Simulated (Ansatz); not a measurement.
The calculation used DFT PBE, scalar-relativistic, plane waves, PAW (Ansatz). Settings: cutoff 420 eV, Γ-centred meshes spaced at most about 0.3 Å⁻¹ (2π included), Gaussian smearing. No spin polarisation in the final relaxations.

All energies are static (0 K, no zero-point motion).

Two relaxed structures of C:

1.

```
CELL_PARAMETERS angstrom
2.51147 0.00000 0.00000
-1.25574 2.17500 0.00000
0.00000 0.00000 4.18039
ATOMIC_POSITIONS crystal
C 0.33333 0.66667 0.06273
C 0.66667 0.33333 0.56273
C 0.66667 0.33333 0.93727
C 0.33333 0.66667 0.43727
```

2.

```
CELL_PARAMETERS angstrom
4.91929 0.00000 0.00000
-2.45965 4.26023 0.00000
0.00000 0.00000 3.43705
ATOMIC_POSITIONS crystal
C 0.28934 0.00000 0.00000
C 0.00000 0.28934 0.66667
C 0.71066 0.71066 0.33333
C 0.71066 0.00000 0.50000
C 0.00000 0.71066 0.16667
C 0.28934 0.28934 0.83333
C 0.40881 0.81762 0.75000
C 0.18238 0.59119 0.41667
C 0.40881 0.59119 0.08333
C 0.59119 0.18238 0.25000
C 0.81762 0.40881 0.91667
C 0.59119 0.40881 0.58333
```

**Question.** Which form is favoured at zero pressure, and by what margin per atom?

**Answer.** Cell 1 is lower, by 0.36 eV/atom. Cell 1 has the lonsdaleite type, space group P6_3/mmc (No. 194), 5.7 Å³/atom and a gap of 3.35 eV on its mesh; cell 2 has space group P6_522 (No. 179), 6.0 Å³/atom and a gap of 4.28 eV. Counting all near atoms (those within 1.25 times the shortest such distance or 1.15 times the sum of covalent radii), cell 1 and cell 2 both have C 4. The denser one is the lower, and pressure would at first widen the difference. Both come from invented guesses. The part of the Crystallography Open Database at hand lists C in space groups No. 58, 69, 71, 141, 166 and others; sharing a group (P6_3/mmc) doesn't make a cell the listed structure.

Kohn–Sham gaps at this level usually fall short of measured ones. Cells relaxed within their symmetry can be saddle points.
